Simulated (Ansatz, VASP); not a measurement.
# SiO2 in two plane-wave programs

Wanted: the spread between two codes on one cell, functional and k mesh. The cell is taken from a series of runs on this material, whose earlier steps may have relaxed, scaled, displaced or heated it; both programs get it as it stands.

Program: Ansatz 0.2.0. Level of theory: plane waves, with VASP 6.6.1 beside it; single point at HSE06. Results are calculated unless marked as measured.

**1. The starting structure**

Symmetry: Fddd, No. 70, orthorhombic system. The conventional cell has a = 4.719 Å, b = 9.433 Å, c = 14.726 Å, α = 90.00°, β = 90.00°, γ = 90.00°. Nearest to Si lie 4 O at 1.60 to 1.62 Å. Nearest to O lie 2 Si at 1.60 Å. Nearest to O lie 2 Si at 1.62 Å. Farther neighbours and most contacts between anions are not listed.

Structure file:

```xyz
12
Lattice="0.0000 4.7163 7.3628 2.3596 0.0000 7.3628 2.3596 4.7163 0.0000" Properties=species:S:1:pos:R:3 pbc="T T T"
Si    3.5394    7.0744    8.2939
Si    2.3596    4.7163    4.6125
Si    2.3596    4.7163   10.1131
Si    3.5394    7.0744   13.7944
O     1.7697    5.8953    5.5221
O     1.7697    3.5372    9.2035
O     2.9495    5.8953    9.2035
O     2.9495    3.5372    5.5221
O     2.3596    1.7597    7.3628
O     2.3596    7.6728    7.3628
O     1.1798    4.1179    3.6814
O     1.1798    0.5984    3.6814
```

**2. VASP: single point, HSE06**

With cell and atoms fixed, the geometry can't cause a difference; cores, projectors, grids and the points listed under the comparison can.

Lines of VASP's logs that name or quote its potential files are left out, and so is its time.

The run reads the wave functions of an earlier VASP run, which isn't shown here.

INCAR

```
SYSTEM = SiO2
PREC = Accurate
ENCUT = 520
EDIFF = 1E-06
NELM = 100
ISMEAR = 0
SIGMA = 0.01
LREAL = .FALSE.
ALGO = Normal
LHFCALC = .TRUE.
AEXX = 0.25
GGA = PE
HFSCREEN = 0.208
LASPH = .TRUE.
NBANDS = 44
PRECFOCK = Fast
LORBIT = 11
LWAVE = .FALSE.
LCHARG = .FALSE.
KPAR = 8
NCORE = 2
ISIF = 2
```

POSCAR

```
SiO2
1.0
    0.0000000000      4.7162571100      7.3627753715
    2.3595806657      0.0000000000      7.3627753715
    2.3595806657      4.7162571100      0.0000000000
Si O
4 8
Direct
    0.5632310800      0.5632310800      0.9367689200
    0.3132310800      0.3132310800      0.6867689200
    0.6867689200      0.6867689200      0.3132310800
    0.9367689200      0.9367689200      0.5632310800
    0.6250000000      0.1250000000      0.6250000000
    0.6250000000      0.6250000000      0.1250000000
    0.6250000000      0.6250000000      0.6250000000
    0.1250000000      0.6250000000      0.6250000000
    0.1865604000      0.8134396000      0.1865604000
    0.8134396000      0.1865604000      0.8134396000
    0.4365604000      0.0634396000      0.4365604000
    0.0634396000      0.4365604000      0.0634396000
```

KPOINTS

```
Automatic mesh
0
Gamma
4 4 4
0 0 0
```

PAW data sets: Si and O (PBE family, release 64).

On the command line:

```bash
mpirun -np 16 vasp_std
```

Numbers of over 12 decimals in the logs are rounded to 6 here.

Log:

```text
[banner, memory and clock lines left out]
running   16 mpi-ranks, on    1 nodes
 distrk:  each k-point on    2 cores,    8 groups
 distr:  one band on    2 cores,    1 groups

 POSCAR found type information on POSCAR SiO
 POSCAR found :  2 types and      12 ions
 LDA part: xc-table for (Slater+PW92), standard interpolation
 found WAVECAR, reading the header
 POSCAR, INCAR and KPOINTS ok, starting setup
 FFT: planning ... GRIDC
 FFT: planning ... GRID_SOFT
 FFT: planning ... GRID
 reading WAVECAR
 the WAVECAR file was read successfully
 initial charge from wavefunction
 entering main loop
       N       E                     dE             d eps       ncg     rms          rms(c)
DAV:   1    -0.116527508442E+03   -0.11653E+03   -0.17523E+00  1820   0.789E+00    0.646E+00
DAV:   2    -0.116540558538E+03   -0.13050E-01   -0.65364E-02  1896   0.123E+00    0.478E+00
DAV:   3    -0.116534478249E+03    0.60803E-02   -0.61020E-03  1920   0.356E-01    0.285E+00
DAV:   4    -0.116533193364E+03    0.12849E-02   -0.18245E-03  1872   0.180E-01    0.162E+00
DAV:   5    -0.116532787543E+03    0.40582E-03   -0.22036E-04  1880   0.853E-02    0.919E-01
DAV:   6    -0.116532651330E+03    0.13621E-03   -0.71595E-05  1880   0.573E-02    0.522E-01
DAV:   7    -0.116532611440E+03    0.39889E-04   -0.20379E-05  1880   0.319E-02    0.297E-01
DAV:   8    -0.116532599686E+03    0.11754E-04   -0.60226E-06  1872   0.166E-02    0.169E-01
DAV:   9    -0.116532596705E+03    0.29815E-05   -0.20873E-06  1280   0.942E-03    0.963E-02
DAV:  10    -0.116532596187E+03    0.51747E-06   -0.90447E-07  1148   0.662E-03
   1 F= -.11653260E+03 E0= -.11653260E+03  d E =-.157573E-70
```

OUTCAR, selected parts (step 2):

```text
ion  position               nearest neighbor table
   1  0.563  0.563  0.937-   6 1.60   7 1.60   9 1.62  10 1.62   4 3.01   4 3.01
   2  0.313  0.313  0.687-   5 1.60   8 1.60  11 1.62  12 1.62   3 3.01   3 3.01
   3  0.687  0.687  0.313-   6 1.60   7 1.60  11 1.62  12 1.62   2 3.01   2 3.01
   4  0.937  0.937  0.563-   5 1.60   8 1.60   9 1.62  10 1.62   1 3.01   1 3.01
   5  0.625  0.125  0.625-   2 1.60   4 1.60
   6  0.625  0.625  0.125-   1 1.60   3 1.60
   7  0.625  0.625  0.625-   1 1.60   3 1.60
   8  0.125  0.625  0.625-   2 1.60   4 1.60
   9  0.187  0.813  0.187-   4 1.62   1 1.62
  10  0.813  0.187  0.813-   4 1.62   1 1.62
  11  0.437  0.063  0.437-   2 1.62   3 1.62
  12  0.063  0.437  0.063-   2 1.62   3 1.62

  LATTYP: Found a face centered orthorhombic cell.
 ALAT       =     4.7191613314
 B/A-ratio  =     1.9987691790
 C/A-ratio  =     3.1203745134

 Subroutine GETGRP returns: Found  8 space group operations
 (whereof  4 operations were pure point group operations)

The static configuration has the point symmetry D_2 .
 The point group associated with its full space group is D_2h.

 Found     18 irreducible k-points:

   k-points           NKPTS =     18   k-points in BZ     NKDIM =     64   number of bands    NBANDS=     44

   dimension x,y,z NGX =    70 NGY =   60 NGZ =   40
   dimension x,y,z NGXF=   140 NGYF=  120 NGZF=   80

   ENCUT  =  520.0 eV  38.22 Ry    6.18 a.u.  16.26 14.38  9.81*2*pi/ulx,y,z

   NELECT =      64.0000    total number of electrons

 k-points in reciprocal lattice and weights: Automatic mesh
   0.00000000  0.00000000  0.00000000       0.016
   0.25000000  0.00000000 -0.00000000       0.125
   0.50000000  0.00000000 -0.00000000       0.062
   0.25000000  0.25000000  0.00000000       0.031
   0.50000000  0.25000000 -0.00000000       0.125
  -0.25000000  0.25000000  0.00000000       0.062
   0.50000000  0.50000000  0.00000000       0.016
   0.25000000  0.00000000  0.25000000       0.031
   0.50000000 -0.00000000  0.25000000       0.125
[...]
-0.25000000  0.25000000  0.50000000       0.031
   0.00000000  0.50000000  0.50000000       0.016

  exchange ACFDT corr.  =         0.00000000  see jH, gK, PRB 81, 115126

 average (electrostatic) potential at core
       1 -83.5780       2 -83.5780       3 -83.5780       4 -83.5780       5 -66.9973
       6 -66.9973       7 -66.9973       8 -66.9973       9 -66.8200      10 -66.8200
      11 -66.8200      12 -66.8200

 E-fermi :  -0.7361

 k-point     1 :       0.0000    0.0000    0.0000
  band No.  band energies     occupation
    ...
     28      -1.6447      2.00000
     29      -1.5171      2.00000
     30      -1.3224      2.00000
     31      -0.8912      2.00000
     32      -0.8601      2.00000
     33       6.7244      0.00000
     34       9.3825      0.00000
     35       9.4343      0.00000
     36       9.7849      0.00000
     37       9.8760      0.00000
    ...

 k-point     2 :       0.2500    0.0000   -0.0000
  band No.  band energies     occupation
    ...
     28      -1.7227      2.00000
     29      -1.6580      2.00000
     30      -1.2879      2.00000
     31      -1.1010      2.00000
     32      -1.0340      2.00000
     33       7.6913      0.00000
     34       9.8859      0.00000
     35       9.9398      0.00000
     36      10.1802      0.00000
     37      10.4485      0.00000
    ...

 k-point     3 :       0.5000    0.0000   -0.0000
  band No.  band energies     occupation
    ...
     28      -1.8519      2.00000
     29      -1.5029      2.00000
     30      -1.4572      2.00000
     31      -1.1882      2.00000
     32      -1.1304      2.00000
     33       9.2629      0.00000
     34       9.8465      0.00000
     35      10.1625      0.00000
     36      10.6267      0.00000
     37      10.8635      0.00000
    ...

  Total        0.0195778     -0.0524167      0.1199753      0.0000000      0.0000000      0.0000000
  in kB        0.1914122     -0.5124797      1.1730013      0.0000000      0.0000000      0.0000000
  external PRESSURE =       0.2839779 kB  Pullay stress =       0.0000000 kB

  energy-cutoff  :      520.00
  volume of cell :      163.87
      direct lattice vectors                 reciprocal lattice vectors
     0.000000000  4.716257110  7.362775371    -0.211902058  0.106016273  0.067909175
     2.359580666  0.000000000  7.362775371     0.211902058 -0.106016273  0.067909175
     2.359580666  4.716257110  0.000000000     0.211902058  0.106016273 -0.067909175

 POSITION                                       TOTAL-FORCE (eV/Angst)
 -----------------------------------------------------------------------------------
      3.53937      7.07439      8.29389         0.000000     -0.000000     -0.022941
      2.35958      4.71626      4.61250        -0.000000     -0.000000     -0.022941
      2.35958      4.71626     10.11305        -0.000000     -0.000000      0.022941
      3.53937      7.07439     13.79444         0.000000     -0.000000      0.022941
      1.76969      5.89532      5.52208        -0.000000     -0.000000      0.000000
      1.76969      3.53719      9.20347         0.000000     -0.000000      0.000000
      2.94948      5.89532      9.20347        -0.000000     -0.000000      0.000000
      2.94948      3.53719      5.52208         0.000000     -0.000000      0.000000
      2.35958      1.75973      7.36278         0.000000      0.072583     -0.000000
      2.35958      7.67278      7.36278         0.000000     -0.072583     -0.000000
      1.17979      4.11786      3.68139        -0.000000      0.072583      0.000000
      1.17979      0.59839      3.68139        -0.000000     -0.072583      0.000000
 -----------------------------------------------------------------------------------
    total drift:                               -0.000000     -0.000001     -0.000000

  FREE ENERGIE OF THE ION-ELECTRON SYSTEM (eV)
  ---------------------------------------------------
  free  energy   TOTEN  =      -116.5325961874 eV

  energy  without entropy=     -116.5325961874  energy(sigma->0) =     -116.53259619

 total charge
# of ion       s       p       d       tot
------------------------------------------
    1        0.650   1.015   0.000   1.666
    2        0.650   1.015   0.000   1.666
    3        0.650   1.015   0.000   1.666
    4        0.650   1.015   0.000   1.666
    5        1.550   3.758   0.000   5.307
    6        1.550   3.758   0.000   5.307
    7        1.550   3.758   0.000   5.307
    8        1.550   3.758   0.000   5.307
    9        1.558   3.719   0.000   5.277
   10        1.558   3.719   0.000   5.277
   11        1.558   3.719   0.000   5.277
   12        1.558   3.719   0.000   5.277
--------------------------------------------------
tot         15.033  33.966   0.000  48.999

[... 3 further parts left out ...]
```

The run ends at a pressure of 0.03 GPa, with forces up to 0.073 eV/Å.

[end of part 1 of 2]

[Lines on the potential files, build, host, timing and source positions are cut from VASP's logs without a mark.]

[Logs are printed without paths, hosts, clocks, repeated set-up lines and the standing remarks that a program may print on its own settings, such as how far it seeks lower states.]

[Hosts, paths, dates, database ids (printed as entryN), source tags and the programs' standing remarks are cut or masked in the printed files.]
